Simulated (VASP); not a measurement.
A calculation with VASP 6.6.1 of MoP (native input, structure from a POSCAR):

File INCAR:

```
SYSTEM = MoP
PREC = Accurate
ENCUT = 520
EDIFF = 1E-6
ISMEAR = 0
SIGMA = 0.02
LREAL = .False.
LASPH = .True.
NELM = 100
ALGO = Normal
ISIF = 2
LWAVE = .False.
LCHARG = .True.
GGA = PE
LELF = .True.
LVHAR = .True.
NBANDS = 16
```

Contents of KPOINTS:

```
Automatic mesh
0
Gamma
  10 10 8
  0 0 0
```

The input POSCAR:

```
MoP
3.223
    1.000000000000      0.000000000000      0.000000000000
   -0.500000000000      0.866025403785      0.000000000000
    0.000000000000      0.000000000000      0.990071362085
Mo P
1 1
Direct
    0.0000000000      0.0000000000      0.0000000000
    0.3333333333      0.6666666667      0.5000000000
```

Potentials or basis: VASP PAW PBE potentials, release 64 (Mo_sv, P).

Command:

```console
$ cat potpaw_PBE.64/Mo_sv/POTCAR potpaw_PBE.64/P/POTCAR > POTCAR
$ mpirun -np 1 vasp_std > vasp.out
```

Q: Write the same calculation in another form: ASE script, structure from a POSCAR.

A: As run:

The input run.py:

```python
from ase.calculators.vasp import Vasp
from ase.dft.bandgap import bandgap
from ase.io import read

atoms = read('POSCAR')
calc = Vasp(
    directory='calc',
    xc='pbe',
    pp='PBE',
    setups='recommended',
    prec='Accurate',
    encut=520,
    ediff=1e-07,
    ismear=0,
    sigma=0.02,
    lreal=False,
    lasph=True,
    nelm=80,
    algo='Normal',
    isif=2,
    lwave=False,
    lcharg=False,
    kpts=[10, 10, 8],
    gamma=True,
)
atoms.calc = calc

print('energy (eV):', atoms.get_potential_energy())
print('free energy (eV):', atoms.get_potential_energy(force_consistent=True))
print('forces (eV/A):')
print(atoms.get_forces())
print('stress (eV/A^3, Voigt):', atoms.get_stress())
print('Fermi level (eV):', calc.get_fermi_level())
gap, top, bottom = bandgap(calc)
print('band gap (eV):', gap, 'from (spin, k, band)', top, 'to', bottom)
```

The input POSCAR:

```
MoP
1.0
    3.2230000000      0.0000000000      0.0000000000
   -1.6115000000      2.7911998764      0.0000000000
    0.0000000000      0.0000000000      3.1910000000
Mo P
1 1
Direct
    0.0000000000      0.0000000000      0.0000000000
    0.3333333333      0.6666666667      0.5000000000
```

Potentials or basis: VASP PAW PBE potentials, release 64 (Mo_sv, P).

The run is started by

```bash
$ python run.py
```

Both were run:

|  | native input, structure from a POSCAR | ASE script, structure from a POSCAR |
| --- | --- | --- |
| Pressure | 2.6 GPa | 2.7 GPa |
| Band gap on the k mesh | none (metal or under the smearing width) | none (metal or under the smearing width) |

Keys that steer only the numerical path or the files written may differ.
